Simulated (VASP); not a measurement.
Crystal: MoSe2.

```
Mo Se
1.0
     3.31558    0.00000    0.00000
    -1.65779    2.87138    0.00000
     0.00000    0.00000   12.98862
Mo Se
2 4
Direct
  0.33333 0.66667 0.25000
  0.66667 0.33333 0.75000
  0.33333 0.66667 0.61965
  0.66667 0.33333 0.11965
  0.33333 0.66667 0.88035
  0.66667 0.33333 0.38035
```

The cell isn't the ideal one: a relaxed cell with its volume scaled by 1.06.

| Quantity | Value |
| --- | --- |
| Program | VASP 6.6.1 |
| Task | relaxation of shape and atoms at fixed volume |
| Functional | LDA |
| Potentials or basis | VASP PAW LDA potentials, release 64 (Mo_sv, Se) |
| Cutoff | 600 eV |
| k mesh | 9 × 9 × 2 |
| Occupations | gaussian, width 0.03 eV |
| Spin | no spin polarisation |

At the start: pressure -7.3 GPa; volume 20.61 Å³/atom.

Task: How do energy, volume and symmetry change on relaxing?

Result: Over 8 steps the energy falls by 21.3 meV/atom; space group P6_3/mmc (No. 194, to 0.05 Å).

The path:
| step | energy change (eV) | largest force (eV/Å) | pressure (GPa) |
| --- | --- | --- | --- |
| 1 | 0.0000 | 0.8411 | -7.27 |
| 2 | -0.0741 | 0.1132 | -4.16 |
| 3 | -0.0741 | 0.0921 | -4.07 |
| 4 | -0.1073 | 0.0408 | -3.06 |
| 5 | -0.1274 | 0.0510 | -1.15 |
| 6 | -0.1276 | 0.0444 | -1.30 |
| 7 | -0.1277 | 0.0340 | -1.64 |
| 8 | -0.1278 | 0.0007 | -1.49 |

Final structure:
```
Mo Se
1.0
     3.26810    0.00000    0.00000
    -1.63405    2.83025    0.00000
     0.00000    0.00000   13.36884
Mo Se
2 4
Direct
  0.33333 0.66667 0.25000
  0.66667 0.33333 0.75000
  0.33333 0.66667 0.62601
  0.66667 0.33333 0.12601
  0.33333 0.66667 0.87399
  0.66667 0.33333 0.37399
```
